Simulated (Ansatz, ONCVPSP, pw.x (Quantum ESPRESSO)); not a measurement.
**Si: does the ONCV potential hold in the solid?**

* Element: Si (Z = 14)
* Generator: ONCVPSP 4.0.1.1 (patched build)
* Type: optimised norm-conserving Vanderbilt (ONCV)
* Functional: PBEsol
* Relativity: scalar-relativistic
* Frozen core: [Ne]
* Valence charge: 4
* Reference configuration: 3s2 (charge +2)
* Partial waves: 3s: rc 1.60 bohr, ncon 4, nbas 7, qcut 3.3 1/bohr, 2 projectors, debl 2.4 Ha; p scattering state at 0.25 Ha: rc 1.65 bohr, ncon 4, nbas 7, qcut 5.3 1/bohr, 2 projectors, debl 2.7 Ha; d scattering state at 0.4 Ha: rc 1.40 bohr, ncon 5, nbas 8, qcut 7.2 1/bohr, 2 projectors, debl 1.6 Ha
* Local potential: polynomial inside 1.15 bohr (lpopt 5, dvloc0 2 Ha)
* Core correction: Teter function, fcfact 3.75, rcfact 1.55

In the p channel the program set the typed energies aside and used 0.050, 2.750 Ha.

Crystal test: diamond Si in pw.x 7.5, no spin, 9³ k-points, Fermi–Dirac smearing 0.01 Ry, cutoffs 95/380 Ry. The reference is all-electron LAPW (Ansatz 0.2.0) with the same functional, mesh and smearing; V0 and B0 come from Birch–Murnaghan fits to the pressures at five volumes. Errors are pseudo minus all-electron; Δ is the rms difference of the E(V) curves that follow from these fits, minima aligned, over ±6 % about the mean V0. Mesh and smearing are coarse, so the numbers serve the comparison and aren't converged zero-temperature values; the lattice is a test structure that the element need not adopt.

| V (Å³/atom) | P all-electron (GPa) | P pseudo (GPa) |
| --- | --- | --- |
| 19.005 | 5.52 | 4.60 |
| 19.505 | 2.66 | 1.74 |
| 20.005 | 0.14 | -0.77 |
| 20.505 | -2.06 | -2.97 |
| 21.005 | -4.00 | -4.90 |

All-electron: a0 = 5.432 Å (V0 = 20.04 Å³/atom), B0 = 93.4 GPa.

Pseudopotential: mean pressure error (GPa): -0.91; a0 (Å): 5.415; a0 error (%): -0.32; B0 error (%): +4.0; Δ (meV/atom): 4.0.

**Question.** At the middle volume, how do free energy and pressure move when the wave cutoff is lowered (ecutrho kept at four times it)?

**Answer.**

```json
{"cutoff (Ry)": "43", "shift of F (meV/atom)": "+19.7", "shift of P (GPa)": "-0.01"}
{"cutoff (Ry)": "57", "shift of F (meV/atom)": "+16.1", "shift of P (GPa)": "-0.11"}
{"cutoff (Ry)": "76", "shift of F (meV/atom)": "+4.9", "shift of P (GPa)": "-0.14"}
```

The run at the middle volume (35 k-points, 10 iterations) took about 55 s on one core of a shared host (Neoverse-N1, 64 threads, 124 GiB, load 61).
